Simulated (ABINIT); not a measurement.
A run of ABINIT 10.8.3 (patched build):

The input run.abi:

```
pp_dirpath "./"
pseudos "K.upf, F.upf"

acell 7.0852037029 7.0852037029 7.0852037029
rprim
     0.0000000000     0.7071067812     0.7071067812
     0.7071067812     0.0000000000     0.7071067812
     0.7071067812     0.7071067812     0.0000000000
ntypat 2
znucl 19 9
natom 2
typat 1 2
xred
     0.0000000000     0.0000000000     0.0000000000
     0.5000000000     0.5000000000     0.5000000000
chkprim 0
chksymtnons 0
tolsym 1.0e-6

ecut 1142.878222 eV

kptopt 1
ngkpt 7 7 7
nshiftk 1
shiftk 0.0 0.0 0.0

ixc -116133

nband 12
occopt 3
tsmear 0.05 eV

nstep 100
tolvrs 1.0e-10

iomode 3
prtwf 0
prtden 0
prteig 0
prtebands 0
enunit 2
```

Potentials or basis: PseudoDojo NC SR PBEsol v0.4.1 standard.

Command:

```bash
$ abinit run.abi > log 2>&1
```

Hardware: 1 thread of Arm Neoverse V1, with other jobs on the host.

How long does it take, and how much memory?

Wall time 32 s on 1 thread of Arm Neoverse V1, with other jobs on the host, peak memory 0.09 GiB. Counts: scf iterations 11, mpi ranks 1, k points 20, bands 12, plane waves 3286.
